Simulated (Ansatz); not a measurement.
ZrSe2 built on the CdI2 prototype: a single-point calculation in the plane-wave code Ansatz (PBE). The cell was relaxed with r2SCAN+rVV10 and then strained (epitaxial +1.5 % in the xy plane, free normal strain -0.75 %), with the atoms relaxed again with r2SCAN+rVV10; k points keep the names of the unstrained zone.

input.yaml:
```yaml
crystal:
  lattice:
    - [3.8449340065, 0.0, 0.0]
    - [-1.9224670033, 3.3298105255, 0.0]
    - [0.0, 0.0, 6.1337122251]
  atoms:
    - { symbol: Zr, position: [0.0, 0.0, 0.0] }
    - { symbol: Se, position: [0.3333333333, 0.6666666667, 0.2516003149] }
    - { symbol: Se, position: [0.6666666667, 0.3333333333, 0.7483996851] }
kpoints:
  mp_grid: { grid: [12, 12, 4] }
  band_path:
    path:
      - [0.0, 0.0, 0.0]
      - [0.5, 0.0, 0.0]
      - [0.3333333333, 0.3333333333, 0.0]
      - [0.0, 0.0, 0.5]
      - [0.5, 0.0, 0.5]
      - [0.3333333333, 0.3333333333, 0.5]
      - [0.0, 0.5, 0.5]
    npoints: 1
hamiltonian:
  xc: pbe
scf:
  occupations: { method: fermi_dirac, width: 0.02 }
  n_extra_bands: 4
output:
  forces: true
  stress: true
  eigenvalues: true
```

Command: `ansatz run input.yaml --threads 4 --pin off --max-ram 4608MiB --backend cpu --events-out ev --progress --plain --runs-dir out`. It took 1.9 s on 4 threads of Arm Neoverse V2, on a shared host, load about 0.3 per core; peak host memory 0.44 GiB.

The output, standing remarks left out:
```
scf.n_extra_bands = 4 over 22 filled bands (N_el = 44.0): the run solves 26 bands
Pseudopotential: Zr, paw, valence charge 12, recommended cutoff 420 eV (normal)
Pseudopotential: Se, paw, valence charge 16, recommended cutoff 420 eV (normal)
Functional definition: PBE
Crystal: 3 atoms, lattice volume = 78.529 Å³
Basis set: ecut = 420 eV, 1545 PW (Γ)
Symmetry: 12 space group operations
Space group: P-3m1 (ITA 164)
k-points: 69 of 576
NSCF: frozen V_eff on 7 k-points
SCF converged after 7 iterations
Free energy (F): -15126.035993 eV
Fermi energy:    8.772903 eV
--- Per-component energies (eV) ---
  E_band       = -905.916990
  E_kinetic    = 569.237129
  E_local      = -5900.486732
  E_nonlocal   = -1114.065403
  E_hartree    = 2783.963506
  E_xc         = -370.815145
  E_vxc        = -388.150571
  E_paw        = -6775.290421
  E_vpaw       = 359.620590
  E_ewald      = -4318.577752
  E_smearing   = -0.000001
--- Forces (eV/Å), atoms counted from 1 ---
  atom   1  Zr      0.00000      0.00000      0.00000
  atom   2  Se      0.00000      0.00000      0.09963
  atom   3  Se      0.00000      0.00000    -0.09963
--- Stress (GPa, compression-positive) ---
       -0.774370       0.000000       0.000000
        0.000000      -0.774370       0.000000
        0.000000       0.000000       2.098356
  P = ⅓ Tr σ = 0.1832 GPa (1.832 kbar)
```

Levels at the listed points, from bands.tsv (eV from the Fermi energy, bands near the gap, counted from 0):
```tsv
# k_distance	band_17	band_18	band_19	band_20	band_21	band_22	band_23	band_24	band_25
# fermi_ev = 8.772903
# [0, 0, 0] at k_distance = 0.000000
# [0.5, 0, 0] at k_distance = 0.943475
# [0.3333333333, 0.3333333333, 0] at k_distance = 1.488190
# [0, 0, 0.5] at k_distance = 2.692015
# [0.5, 0, 0.5] at k_distance = 3.635490
# [0.3333333333, 0.3333333333, 0.5] at k_distance = 4.180205
# [0, 0.5, 0.5] at k_distance = 4.724921
# levels_relative_to = fermi_ev
0.000	-2.996	-2.996	-0.369	-0.369	-0.173	0.764	0.764	1.349	3.966
0.943	-3.099	-2.853	-2.731	-2.381	-1.680	0.338	2.136	2.431	4.474
1.488	-3.724	-3.724	-2.529	-2.529	-1.940	1.339	2.262	2.262	3.706
2.692	-2.942	-2.942	-2.259	-0.551	-0.551	0.734	0.734	1.650	4.387
3.635	-3.809	-2.923	-2.676	-1.344	-1.180	0.174	2.130	2.420	4.100
4.180	-3.923	-3.548	-2.597	-2.188	-2.188	1.414	1.901	1.901	4.497
4.725	-3.809	-2.923	-2.676	-1.344	-1.180	0.174	2.130	2.420	4.100
```
In order the rows are Γ, M, K, A, L, H, L.

With PBE the valence top lies at Γ and the conduction bottom at L, 0.35 eV higher; the smallest vertical gap, at Γ, is 0.94 eV. Edges are sought over the mesh and the listed points. The mean pressure at these positions is +0.18 GPa, compression counted positive. The largest force is 0.10 eV/Å.

(Simulation; spin polarisation is off.)

Spin-orbit coupling is left out.
